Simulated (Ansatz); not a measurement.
Al2Au:

```
Au Al
1.0
     0.00000    3.00000    3.00000
     3.00000    0.00000    3.00000
     3.00000    3.00000    0.00000
Au Al
1 2
Direct
  0.00000 0.00000 0.00000
  0.75000 0.75000 0.75000
  0.25000 0.25000 0.25000
```

Base run:

```yaml
Program: Ansatz 0.2.0
Functional: PBEsol
Potentials_or_basis: all-electron LAPW, scalar-relativistic
Cutoff: 228 eV
Density_cutoff: 913 eV
Basis_error_allowed: 0.002 eV/atom
k_mesh: 8 × 8 × 8
Occupations: fermi-dirac, width 0.05 eV
Spin: no spin polarisation
```

Its results: pressure 0.0 GPa.

The run is repeated on the same cell with these changes: functional from PBEsol to LDA. What comes out?

Pressure -2.6 GPa.

LDA binds more tightly than PBEsol, so the same cell stands under less pressure.

Not every run made on this cell is shown here.
